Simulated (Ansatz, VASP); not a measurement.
TaN: VASP beside Ansatz

File INCAR:

```
PREC = Accurate ; ENCUT = 520
EDIFF = 1E-7 ; ISMEAR = 0
SIGMA = 0.15 ; LREAL = False
LASPH = True ; NELM = 100
ALGO = Normal ; ISIF = 2
LWAVE = False ; LCHARG = True
GGA = CA ; LELF = True
LVHAR = True ; NBANDS = 15
```

KPOINTS

```
regular mesh
0
Gamma
  18 18 18
```

The input POSCAR:

```
TaN
1.0
    0.0000000000      2.1918784864      2.1918784864
    2.1918784864      0.0000000000      2.1918784864
    2.1918784864      2.1918784864      0.0000000000
Ta N
1 1
Direct
    0.4978278253      0.5021721747      0.5021721747
    0.0280609990     -0.0280609990     -0.0280609990
```

Input for Ansatz:

```yaml
crystal:
  lattice:
    - [0.0, 2.1918784864, 2.1918784864]
    - [2.1918784864, 0.0, 2.1918784864]
    - [2.1918784864, 2.1918784864, 0.0]
  atoms:
    - { symbol: Ta, position: [0.4978278253, 0.5021721747, 0.5021721747] }
    - { symbol: "N", position: [0.028060999, -0.028060999, -0.028060999] }
basis:
  ecutwfc: 520.0
kpoints:
  mp_grid: { grid: [18, 18, 18] }
hamiltonian:
  xc: lda
  pseudopotentials: { kind: paw, azcp: { folder: soft_1 } }
scf:
  occupations: { method: gaussian, width: 0.15 }
output:
  forces: true
  stress: true
  eigenvalues: true
```

Change from the starting cell: mode 4 frozen in at -0.122 Å, equal normal strain along x, y and z +0.0083.

Alike in both runs: task single point; functional LDA; k mesh 18 × 18 × 18; occupations gaussian, width 0.15 eV; no spin polarisation.

```csv
,VASP,Ansatz
version,VASP 6.6.1,Ansatz 0.2.0
potentials or method,"VASP PAW LDA potentials, release 64 (Ta_pv, N)","scalar-relativistic, plane waves, PAW"
plane-wave cutoff (eV),520,520
valence electrons in the cell,16,18
```

Ansatz gave:

- gap on the k mesh at the Fermi level (eV): none
- pressure (GPa): -5.8
- largest component of the traceless stress (GPa): 5.76
- rms of the force components (eV/Å): 0.658

Which values does VASP return?

gap on the k mesh at the Fermi level (eV): none; pressure (GPa): -3.7; largest component of the traceless stress (GPa): 5.86; rms of the force components (eV/Å): 0.669.

Atom by atom the forces differ by 0.011 eV/Å (rms over components). A gap of «none» marks a metal or a gap that the smearing closes. The two sets of potentials don't hold the same shells in valence. Ansatz warned: «pseudo_functional_mismatch».

Caveats: forces of over 1 eV/Å show positions far from the minimum, so gaps and moduli don't describe the material at rest. The runs have no spin-orbit coupling, so splittings on Ta are missing.
